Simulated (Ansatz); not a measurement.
# SiO2: pressure against volume

SiO2, P6_422, a = 5.039 Å, c = 5.525 Å. This isn't the usual stable structure of the compound. Ansatz: LDA, PAW, 420 eV, Γ-centred 6×6×4 mesh on 9 atoms, Gaussian smearing 0.02 eV; no spin polarisation. Shape and atoms are relaxed at each volume; pressure is positive in compression.

```
V (Å³/atom) P (GPa)
     11.878    18.96
     12.283    14.03
     12.687        ?
     13.092     4.34
     13.497     0.00
     13.902    -3.96
     14.307    -7.53
     14.847   -11.78
```

Q: Take V0 = 13.497 Å³/atom, fit the third-order Birch–Murnaghan form to the other rows, and predict the missing pressure.

A: With the Eulerian strain f = ½[(V0/V)^(2/3) − 1] and y = P/[3f(1 + 2f)^(5/2)], the form is the line y = B0 + 1.5 B0 (B0′ − 4) f. Rows (f, y): 0.04446, 114.9; 0.03243, 123.2; 0.01026, 134.0; -0.00976, 142.1; -0.01905, 145.2; -0.03079, 149.5. Means f = 0.004592, y = 134.82; Σ(Δf)² = 0.004413, ΣΔfΔy = -1.992; the slope is their ratio. y = 136.9 − 451.3 f GPa, so B0 = 136.9 GPa and B0′ = 4 + 2 × (-451.3)/(3 × 136.9) = 1.80. At V = 12.687, f = 0.02106, y = 127.40 and P = 8.92 GPa. The run gave 9.06 GPa, so the fit is 0.14 GPa too low, within the rms miss on the fitted rows (0.15 GPa). A B0′ outside 2 to 8 is unusual except in layered or molecular crystals, and here it hangs on few rows.